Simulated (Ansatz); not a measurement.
Run on Ga (bcc type): DFT, PBE, PAW with Ansatz's default frozen-core files, scalar-relativistic (Ansatz 0.2.0). This run: bcc relaxed.

The start is a guessed cell of a prototype that needn't be stable.

Command: `ansatz run input.yaml --threads 1 --pin off --max-ram 3072MiB --backend cpu --events-out ev --progress --plain --runs-dir out` It took 6.1 s on 1 thread of AMD EPYC 7R43 64-Core Processor (Zen 3), with other jobs on the host, peak memory 0.38 GiB.

```yaml
crystal:
  lattice:
    - [-1.6809877034, 1.6809877034, 1.6809877034]
    - [1.6809877034, -1.6809877034, 1.6809877034]
    - [1.6809877034, 1.6809877034, -1.6809877034]
  atoms:
    - { symbol: Ga, position: [0.0, 0.0, 0.0] }
kpoints:
  mp_grid: { grid: [17, 17, 17] }
scf:
  occupations: { method: fermi_dirac, width: 0.05 }
hamiltonian:
  xc: pbe
  pseudopotentials: { kind: paw }
output:
  forces: true
  stress: true
  write_density: true
  write_potential: true
  elf: true
  volumetric_format: npy
relax:
  f_tol: 0.005
  max_steps: 40
  cell: {}
```

Output:

```
Engine: ansatz 0.2.0
Pseudopotentials: kind: paw
Pseudopotential: Ga, paw, valence charge 13, recommended cutoff 420 eV (normal), Ga.paw.azcp
Functional definition: PBE
  parameter kappa = 0.804
  parameter beta = 0.06672455060314922
  exchange = pbe_x(kappa = kappa, mu = beta*pi^2/3)
  correlation = pbe_c(beta = beta)
Crystal: 1 atoms, lattice volume = 19.000 Å³
Basis set: ecut = 420 eV, 369 PW (Γ), exchange–correlation on 40×40×40 points (8 copies of the dense FFT grid, shifted against one another)
Bands: 11, of which v1, the nominal top of the filled ones, is band 7 counted from 1 (6 counted from 0)
Symmetry: 48 space group operations
Space group: Im-3m (ITA 229), of the structure as read, at distance tolerance 2.7e-5 Å
k-points: 165 of 4913
Non-local potential: Ga, projectors of the file, l = 0: 2, l = 1: 2, l = 2: 3, l = 3: 1
PAW form: soft (Blöchl's): semilocal exchange-correlation on the pseudo side does not see the compensation charge
PAW one-centre angular grid: Ga, 590 points (default); XC on 64 Gauss nodes
Initial density: superposition of atomic densities (neutral atoms: chi_scale 0, normalization atom), corrected by the library's trained network
Initial wavefunctions: pseudopotential atomic-orbital guess
Functional: x = pbe(κ = 0.804, μ = 0.2195149727645171), c = pbe(β = 0.06672455060314922)
SCF iter   1: F=—  HF=-3782.984363 eV  |F-HF|=—  |Δ(HF+E_count)|=         —  Δρ=1.43e-3  dr2=1.13e-4  ethr=1.77e-3  ⟨swp⟩=5.1  Hψ=10832  notcnv=0
preconditioner: auto → none  [metal: Δε(μ)=0.049 eV  Ē_g=21.546 eV  σ=0.050 eV  W_gap=0.23  n_scr=0 (ndim 8)  ℏωp=30.7 eV  f_vac=0.000  D(μ)=0.55/eV (n_scr^D=0)]
SCF iter   2: F=—  HF=-3782.984244 eV  |F-HF|=—  |Δ(HF+E_count)|=   1.19e-4  Δρ=4.20e-4  dr2=2.90e-5  ethr=8.67e-7  ⟨swp⟩=2.0  Hψ=4082  notcnv=0
SCF iter   3: F=—  HF=-3782.984231 eV  |F-HF|=—  |Δ(HF+E_count)|=   1.28e-5  Δρ=3.22e-4  dr2=5.56e-6  ethr=2.23e-7  ⟨swp⟩=2.0  Hψ=2821  notcnv=0  defer=5
SCF iter   4: F=—  HF=-3782.984235 eV  |F-HF|=—  |Δ(HF+E_count)|=   3.45e-6  Δρ=1.45e-4  dr2=1.43e-6  ethr=4.28e-8  ⟨swp⟩=1.0  Hψ=1751  notcnv=0  defer=5
SCF iter   5: F=—  HF=-3782.984234 eV  |F-HF|=—  |Δ(HF+E_count)|=   6.64e-7  Δρ=2.98e-5  dr2=7.70e-8  ethr=1.10e-8  ⟨swp⟩=2.0  Hψ=2639  notcnv=0  defer=5
SCF iter   6: F=-3782.984234 eV  HF=-3782.984234 eV  |F-HF|=6.50e-9  |Δ(HF+E_count)|=   4.20e-8  Δρ=6.17e-6  dr2=3.37e-9  ethr=5.92e-10  ⟨swp⟩=7.1  Hψ=8851  notcnv=0
SCF 1 converged in 6 iterations: F = -3782.984234 eV  dr2 = 3.37e-9
  greatest PAW one-centre occupation: 0.995 electrons in one spin orbital (limit 2), on the Ga atom at site 0 (counted from 0), in its partial waves of l = 2
relax step   1: F+E_penalty+E_count = -3782.98423389 eV  Δ(F+E_penalty+E_count) = +0.000e0 eV  max|allowed force component| = 0.000e0 eV/Å  Δτ_max = 0.0000 Å  P = +0.578 GPa  Ω = 19.000 Å³  (6 SCF iters, dr2 threshold 1.00e-7 eV, accepted)
Crystal: 1 atoms, lattice volume = 19.219 Å³
Initial density: handed on by an earlier stage of this run
Initial wavefunctions: those handed on with the density
iter 1 solved again at ethr=2.10e-7 eV; its pass at ethr=3.10e-3 eV (dr2=2.73e-5 eV) is discarded
SCF iter   1: F=—  HF=-3782.984589 eV  |F-HF|=—  |Δ(HF+E_count)|=         —  Δρ=3.03e-4  dr2=1.95e-5  ethr=2.10e-7  ⟨swp⟩=2.0  Hψ=14531  notcnv=0
preconditioner: auto → none  [metal: Δε(μ)=0.015 eV  Ē_g=21.476 eV  σ=0.050 eV  W_gap=0.08  n_scr=0 (ndim 8)  ℏωp=30.5 eV  f_vac=0.000  D(μ)=0.56/eV (n_scr^D=0)]
SCF iter   2: F=—  HF=-3782.984581 eV  |F-HF|=—  |Δ(HF+E_count)|=   8.01e-6  Δρ=1.65e-4  dr2=2.22e-6  ethr=1.50e-7  ⟨swp⟩=2.6  Hψ=3025  notcnv=0
SCF iter   3: F=—  HF=-3782.984580 eV  |F-HF|=—  |Δ(HF+E_count)|=   8.39e-7  Δρ=5.54e-5  dr2=4.41e-7  ethr=1.71e-8  ⟨swp⟩=2.0  Hψ=2638  notcnv=0
SCF iter   4: F=-3782.984580 eV  HF=-3782.984580 eV  |F-HF|=3.34e-9  |Δ(HF+E_count)|=   9.24e-8  Δρ=1.13e-5  dr2=8.44e-9  ethr=7.69e-10  ⟨swp⟩=7.1  Hψ=8624  notcnv=0
SCF 2 converged in 4 iterations: F = -3782.984580 eV  dr2 = 8.44e-9
relax step   2: F+E_penalty+E_count = -3782.98458034 eV  Δ(F+E_penalty+E_count) = -3.464e-4 eV  max|allowed force component| = 0.000e0 eV/Å  Δτ_max = 0.0000 Å  P = +0.031 GPa  Ω = 19.219 Å³  energy of the carried Pulay correction = -6.508e-5 eV  (4 SCF iters, dr2 threshold 1.00e-7 eV, accepted)
Initial wavefunctions: pseudopotential atomic-orbital guess (no wavefunctions were taken with the density)
iter 1 solved again at ethr=8.16e-8 eV; its pass at ethr=3.10e-3 eV (dr2=1.06e-5 eV) is discarded
SCF iter   1: F=—  HF=-3782.984646 eV  |F-HF|=—  |Δ(HF+E_count)|=         —  Δρ=9.44e-6  dr2=3.22e-9  ethr=8.16e-8  ⟨swp⟩=2.6  Hψ=15034  notcnv=0
preconditioner: auto → none  [metal: Δε(μ)=0.014 eV  Ē_g=21.469 eV  σ=0.050 eV  W_gap=0.07  n_scr=0 (ndim 8)  ℏωp=30.5 eV  f_vac=0.000  D(μ)=0.56/eV (n_scr^D=0)]
SCF iter   2: F=—  HF=-3782.984646 eV  |F-HF|=—  |Δ(HF+E_count)|=   6.20e-7  Δρ=8.32e-6  dr2=6.77e-9  ethr=2.47e-11  ⟨swp⟩=2.1  Hψ=2929  notcnv=0
SCF iter   3: F=—  HF=-3782.984646 eV  |F-HF|=—  |Δ(HF+E_count)|=   1.63e-9  Δρ=2.44e-6  dr2=2.80e-10  ethr=2.47e-11  ⟨swp⟩=2.0  Hψ=2882  notcnv=0
SCF iter   4: F=-3782.984646 eV  HF=-3782.984646 eV  |F-HF|=1.77e-11  |Δ(HF+E_count)|=  7.96e-10  Δρ=3.75e-7  dr2=8.92e-12  ethr=1.00e-12  ⟨swp⟩=3.7  Hψ=7917  notcnv=0
SCF 3 converged in 4 iterations: F = -3782.984646 eV  dr2 = 8.92e-12
relax step   3: F+E_penalty+E_count = -3782.98464580 eV  Δ(F+E_penalty+E_count) = -6.546e-5 eV  max|allowed force component| = 0.000e0 eV/Å  Δτ_max = 0.0000 Å  P = +0.030 GPa  Ω = 19.219 Å³  stress off target by 3.02e-2 GPa  SCF on the basis re-selected at this cell (its energy is not comparable with the rows above)  (4 SCF iters)
basis re-selected at this cell: Δ(F+E_penalty+E_count) = -6.546e-5 eV, ΔP = -0.001 GPa vs the last step (what re-selecting the basis moved, of the pressure what is left beyond the Pulay correction that the steps carried, after the strain that the cell walked since its last selection, with what the two solves' SCF thresholds leave and, on support functions, any second-order correction that the steps lacked; it is no measure of the basis error at this ecutwfc). This SCF's stress stands 3.02e-2 GPa from its target on what of the cell is left free (relax.cell.stress_tol is 5.00e-2 GPa) and its largest allowed force component is 0.00e0 eV/Å (relax.f_tol is 5.00e-3 eV/Å): within both
SCF converged after 4 iterations
Free energy (F): -3782.984646 eV
Harris-Foulkes:  -3782.984646 eV  (|F-HF|=1.77e-11)
Internal energy: -3782.980372 eV  (E = F + TS)
E sigma→0 (E₀):  -3782.982509 eV
Entropy (-TS):   -0.004274 eV (-4.274 meV/atom)
Fermi energy:    9.526495 eV
--- Per-component energies (eV) ---
  E_band       = -37.865682
  E_kinetic    = 114.416265
  E_local      = -1794.288119  (includes V_loc(G=0)·N_el)
  E_nonlocal   = 421.933923
  E_hartree    = 841.572092
  E_xc         = -69.384282
  E_vxc        = -58.091763  (∫ρ·V_xc dr)
  E_paw        = -1985.136330  (= ΣΔE_a)
  E_vpaw       = -404.980038  (= ΣTr[D̂ρ^β])
  E_aug_tail   = -0.000139  (compensation charges beyond the density's cutoff)
  E_ewald      = -1312.093782
  E_smearing   = -0.004274  (= −TS)
  E_closure    = 0.000000  (closes the sum)
  Σ components = -3782.984646   (vs F -3782.984646, Δ=0.00e0)
--- Forces (eV/Å), atoms counted from 1 ---
  atom   1  Ga    -0.00000000     0.00000000    -0.00000000
  max |Σ_I F_I| component: 9.66e-32 eV/Å
--- Stress (GPa, compression-positive) ---
        0.030180       0.000000       0.000000
       -0.000000       0.030180      -0.000000
       -0.000000      -0.000000       0.030180
  P = ⅓ Tr σ = 0.0302 GPa (0.302 kbar)
--- Band table (eV; the first three rows and the last of 165) ---
  k-point 0: bands = ["-5.4136", "-5.4136", "-5.4136", "-5.2344", "-5.2344", "-1.4159", "21.8296", "21.8296", "21.8296", "26.2618", "26.2618"]
  k-point 1: bands = ["-5.4163", "-5.4115", "-5.4041", "-5.2372", "-5.2344", "-1.3231", "20.9519", "21.3682", "21.6789", "25.1820", "25.2685"]
  k-point 2: bands = ["-5.4241", "-5.4070", "-5.3769", "-5.2446", "-5.2345", "-1.0440", "18.9505", "20.4091", "21.2510", "24.0460", "24.1443"]
  k-point 164: bands = ["-5.5054", "-5.5032", "-5.1533", "-5.1533", "-5.1519", "9.9264", "11.1470", "11.1470", "11.6458", "15.2553", "15.6462"]
--- Relaxed structure (2 steps of the walk, 2 accepted, 1 SCFs on fresh bases) ---
  F+E_penalty+E_count = -3782.98464580 eV   max|allowed force component| = 0.000e0 eV/Å   (the final SCF, on the basis selected at the relaxed cell)
  cell:  # Å, volume = 19.2190 Å³
    - [-1.6874213946682475, 1.6874213946682475, 1.6874213946682475]
    - [1.6874213946682475, -1.6874213946682475, 1.6874213946682475]
    - [1.6874213946682475, 1.6874213946682475, -1.6874213946682475]
  atoms:
    - { symbol: Ga, position: [0.0, 0.0, 0.0] }
```

Next run (hcp relaxed), as changes to the input before:

```diff
   lattice:
-    - [-1.6809877034, 1.6809877034, 1.6809877034]
-    - [1.6809877034, -1.6809877034, 1.6809877034]
-    - [1.6809877034, 1.6809877034, -1.6809877034]
+    - [3.00316585, 0.0, 0.0]
+    - [-1.501582925, 2.6008179178, 0.0]
+    - [0.0, 0.0, 4.8651286769]
   atoms:
-    - { symbol: Ga, position: [0.0, 0.0, 0.0] }
+    - { symbol: Ga, position: [0.3333333333, 0.6666666667, 0.25] }
+    - { symbol: Ga, position: [0.6666666667, 0.3333333333, 0.75] }
 kpoints:
-  mp_grid: { grid: [17, 17, 17] }
+  mp_grid: { grid: [16, 16, 9] }
 scf:
   stress: true
-  write_density: true
-  write_potential: true
-  elf: true
-  volumetric_format: npy
 relax:
```

Command: `ansatz run input.yaml --threads 1 --pin off --max-ram 3072MiB --backend cpu --events-out ev --progress --plain --runs-dir out` It took 27 s on 1 thread of AMD EPYC 7R43 64-Core Processor (Zen 3) (shared host), peak memory 0.43 GiB.

Results part of the output:

```
basis re-selected at this cell: Δ(F+E_penalty+E_count) = -2.266e-5 eV, ΔP = +0.000 GPa vs the last step (what re-selecting the basis moved, of the pressure what is left beyond the Pulay correction that the steps carried, after the strain that the cell walked since its last selection, with what the two solves' SCF thresholds leave and, on support functions, any second-order correction that the steps lacked; it is no measure of the basis error at this ecutwfc). The dense FFT grid was sized anew with the basis: this SCF ran on 20×20×36 points, the steps before it on 24×24×36, so part of this shift can come from that change (see relax.cell in the input reference). This SCF's stress stands 2.67e-2 GPa from its target on what of the cell is left free (relax.cell.stress_tol is 5.00e-2 GPa) and its largest allowed force component is 6.01e-17 eV/Å (relax.f_tol is 5.00e-3 eV/Å): within both
SCF converged after 5 iterations
Free energy (F): -7565.988384 eV
Harris-Foulkes:  -7565.988384 eV  (|F-HF|=9.09e-13)
Internal energy: -7565.982594 eV  (E = F + TS)
E sigma→0 (E₀):  -7565.985489 eV
Entropy (-TS):   -0.005789 eV (-2.895 meV/atom)
Fermi energy:    9.629503 eV
--- Per-component energies (eV) ---
  E_band       = -72.656326
  E_kinetic    = 228.936615
  E_local      = -3575.773532  (includes V_loc(G=0)·N_el)
  E_nonlocal   = 844.209509
  E_hartree    = 1678.451115
  E_xc         = -138.744913
  E_vxc        = -116.183180  (∫ρ·V_xc dr)
  E_paw        = -3970.730174  (= ΣΔE_a)
  E_vpaw       = -810.747750  (= ΣTr[D̂ρ^β])
  E_aug_tail   = -0.000207  (compensation charges beyond the density's cutoff)
  E_ewald      = -2632.331007
  E_smearing   = -0.005789  (= −TS)
  E_closure    = 0.000000  (closes the sum)
  Σ components = -7565.988384   (vs F -7565.988384, Δ=0.00e0)
--- Forces (eV/Å), atoms counted from 1 ---
  atom   1  Ga    -0.00000000    -0.00000000    -0.00000000
  atom   2  Ga    -0.00000000     0.00000000     0.00000000
  max |Σ_I F_I| component: 9.25e-18 eV/Å
--- Stress (GPa, compression-positive) ---
        0.009948      -0.000000       0.000000
       -0.000000       0.009948       0.000000
        0.000000       0.000000      -0.026726
  P = ⅓ Tr σ = -0.0023 GPa (-0.023 kbar)
--- Relaxed structure (5 steps of the walk, 4 accepted, 1 SCFs on fresh bases) ---
  F+E_penalty+E_count = -7565.98838359 eV   max|allowed force component| = 6.014e-17 eV/Å   (the final SCF, on the basis selected at the relaxed cell)
  cell:  # Å, volume = 38.0697 Å³
    - [2.9874227355448384, 3.5841323047754803e-36, 0.0]
    - [-1.4937113677724192, 2.5871839808250305, 0.0]
    - [0.0, 0.0, 4.925562694026522]
  atoms:
    - { symbol: Ga, position: [0.3333333333333333, 0.6666666666666666, 0.25] }
    - { symbol: Ga, position: [0.6666666666666666, 0.3333333333333333, 0.75] }
```

Next run (sc relaxed), as changes to the input before:

```diff
   lattice:
-    - [3.00316585, 0.0, 0.0]
-    - [-1.501582925, 2.6008179178, 0.0]
-    - [0.0, 0.0, 4.8651286769]
+    - [2.7377415812, 0.0, 0.0]
+    - [0.0, 2.7377415812, 0.0]
+    - [0.0, 0.0, 2.7377415812]
   atoms:
-    - { symbol: Ga, position: [0.3333333333, 0.6666666667, 0.25] }
-    - { symbol: Ga, position: [0.6666666667, 0.3333333333, 0.75] }
+    - { symbol: Ga, position: [0.0, 0.0, 0.0] }
 kpoints:
-  mp_grid: { grid: [16, 16, 9] }
+  mp_grid: { grid: [15, 15, 15] }
 scf:
```

Command: `ansatz run input.yaml --threads 1 --pin off --max-ram 3072MiB --backend cpu --events-out ev --progress --plain --runs-dir out` It took 6.3 s on 1 thread of AMD EPYC 7R43 64-Core Processor (Zen 3), on a shared host, peak memory 0.36 GiB.

Results part of the output:

```
basis re-selected at this cell: Δ(F+E_penalty+E_count) = +9.022e-5 eV, ΔP = +0.001 GPa vs the last step (what re-selecting the basis moved, of the pressure what is left beyond the Pulay correction that the steps carried, after the strain that the cell walked since its last selection, with what the two solves' SCF thresholds leave and, on support functions, any second-order correction that the steps lacked; it is no measure of the basis error at this ecutwfc). This SCF's stress stands 3.81e-3 GPa from its target on what of the cell is left free (relax.cell.stress_tol is 5.00e-2 GPa) and its largest allowed force component is 0.00e0 eV/Å (relax.f_tol is 5.00e-3 eV/Å): within both
SCF converged after 5 iterations
Free energy (F): -3782.938657 eV
Harris-Foulkes:  -3782.938657 eV  (|F-HF|=4.55e-13)
Internal energy: -3782.934495 eV  (E = F + TS)
E sigma→0 (E₀):  -3782.936576 eV
Entropy (-TS):   -0.004163 eV (-4.163 meV/atom)
Fermi energy:    8.528837 eV
--- Per-component energies (eV) ---
  E_band       = -48.379333
  E_kinetic    = 114.585736
  E_local      = -1872.126479  (includes V_loc(G=0)·N_el)
  E_nonlocal   = 421.911366
  E_hartree    = 875.253407
  E_xc         = -69.270858
  E_vxc        = -58.003008  (∫ρ·V_xc dr)
  E_paw        = -1985.308112  (= ΣΔE_a)
  E_vpaw       = -405.253638  (= ΣTr[D̂ρ^β])
  E_aug_tail   = -0.000099  (compensation charges beyond the density's cutoff)
  E_ewald      = -1267.979455
  E_smearing   = -0.004163  (= −TS)
  E_closure    = 0.000000  (closes the sum)
  Σ components = -3782.938657   (vs F -3782.938657, Δ=0.00e0)
--- Forces (eV/Å), atoms counted from 1 ---
  atom   1  Ga     0.00000000    -0.00000000    -0.00000000
  max |Σ_I F_I| component: 3.70e-32 eV/Å
--- Stress (GPa, compression-positive) ---
        0.003811      -0.000000      -0.000000
       -0.000000       0.003811       0.000000
       -0.000000       0.000000       0.003811
  P = ⅓ Tr σ = 0.0038 GPa (0.038 kbar)
--- Relaxed structure (3 steps of the walk, 3 accepted, 1 SCFs on fresh bases) ---
  F+E_penalty+E_count = -3782.93865740 eV   max|allowed force component| = 0.000e0 eV/Å   (the final SCF, on the basis selected at the relaxed cell)
  cell:  # Å, volume = 20.1838 Å³
    - [2.7227086072666205, 1.925929944387236e-33, 1.2839532962581572e-34]
    - [1.925929944387236e-33, 2.7227086072666205, -1.1234591342258874e-34]
    - [0.0, -1.1234591342258874e-34, 2.7227086072666205]
  atoms:
    - { symbol: Ga, position: [0.0, 0.0, 0.0] }
```

Next run (diamond relaxed), as changes to the input before:

```diff
   lattice:
-    - [2.7377415812, 0.0, 0.0]
-    - [0.0, 2.7377415812, 0.0]
-    - [0.0, 0.0, 2.7377415812]
+    - [0.0, 2.8744485395, 2.8744485395]
+    - [2.8744485395, 0.0, 2.8744485395]
+    - [2.8744485395, 2.8744485395, 0.0]
   atoms:
-    - { symbol: Ga, position: [0.0, 0.0, 0.0] }
+    - { symbol: Ga, position: [-0.125, -0.125, -0.125] }
+    - { symbol: Ga, position: [0.125, 0.125, 0.125] }
 kpoints:
-  mp_grid: { grid: [15, 15, 15] }
+  mp_grid: { grid: [12, 12, 12] }
 scf:
```

Command: `ansatz run input.yaml --threads 1 --pin off --max-ram 3072MiB --backend cpu --events-out ev --progress --plain --runs-dir out` It took 12 s on 1 thread of AMD EPYC 7R43 64-Core Processor (Zen 3), with other jobs on the host, peak memory 0.42 GiB.

Results part of the output:

```
basis re-selected at this cell: Δ(F+E_penalty+E_count) = -6.772e-4 eV, ΔP = -0.006 GPa vs the last step (what re-selecting the basis moved, of the pressure what is left beyond the Pulay correction that the steps carried, after the strain that the cell walked since its last selection, with what the two solves' SCF thresholds leave and, on support functions, any second-order correction that the steps lacked; it is no measure of the basis error at this ecutwfc). This SCF's stress stands 1.81e-3 GPa from its target on what of the cell is left free (relax.cell.stress_tol is 5.00e-2 GPa) and its largest allowed force component is 1.46e-16 eV/Å (relax.f_tol is 5.00e-3 eV/Å): within both
SCF converged after 7 iterations
Free energy (F): -7565.486298 eV
Harris-Foulkes:  -7565.486298 eV  (|F-HF|=4.46e-11)
Internal energy: -7565.475872 eV  (E = F + TS)
E sigma→0 (E₀):  -7565.481085 eV
Entropy (-TS):   -0.010427 eV (-5.213 meV/atom)
Fermi energy:    5.667740 eV
--- Per-component energies (eV) ---
  E_band       = -166.340359
  E_kinetic    = 228.694480
  E_local      = -4285.243018  (includes V_loc(G=0)·N_el)
  E_nonlocal   = 843.264237
  E_hartree    = 1985.762155
  E_xc         = -137.874746
  E_vxc        = -115.078240  (∫ρ·V_xc dr)
  E_paw        = -3970.055205  (= ΣΔE_a)
  E_vpaw       = -809.501861  (= ΣTr[D̂ρ^β])
  E_aug_tail   = -0.000207  (compensation charges beyond the density's cutoff)
  E_ewald      = -2230.023567
  E_smearing   = -0.010427  (= −TS)
  E_closure    = -0.000000  (closes the sum)
  Σ components = -7565.486298   (vs F -7565.486298, Δ=0.00e0)
--- Forces (eV/Å), atoms counted from 1 ---
  atom   1  Ga    -0.00000000    -0.00000000    -0.00000000
  atom   2  Ga     0.00000000     0.00000000     0.00000000
  max |Σ_I F_I| component: 6.48e-17 eV/Å
--- Stress (GPa, compression-positive) ---
        0.001812       0.000000      -0.000000
        0.000000       0.001812       0.000000
        0.000000       0.000000       0.001812
  P = ⅓ Tr σ = 0.0018 GPa (0.018 kbar)
--- Relaxed structure (4 steps of the walk, 4 accepted, 1 SCFs on fresh bases) ---
  F+E_penalty+E_count = -7565.48629842 eV   max|allowed force component| = 1.457e-16 eV/Å   (the final SCF, on the basis selected at the relaxed cell)
  cell:  # Å, volume = 50.7831 Å³
    - [6.095339255087392e-33, 2.939204134170015, 2.939204134170015]
    - [2.939204134170015, 2.375716749601527e-33, 2.939204134170015]
    - [2.939204134170015, 2.939204134170015, 5.09537203289559e-33]
  atoms:
    - { symbol: Ga, position: [-0.125, -0.125, -0.125] }
    - { symbol: Ga, position: [0.125, 0.125, 0.125] }
```
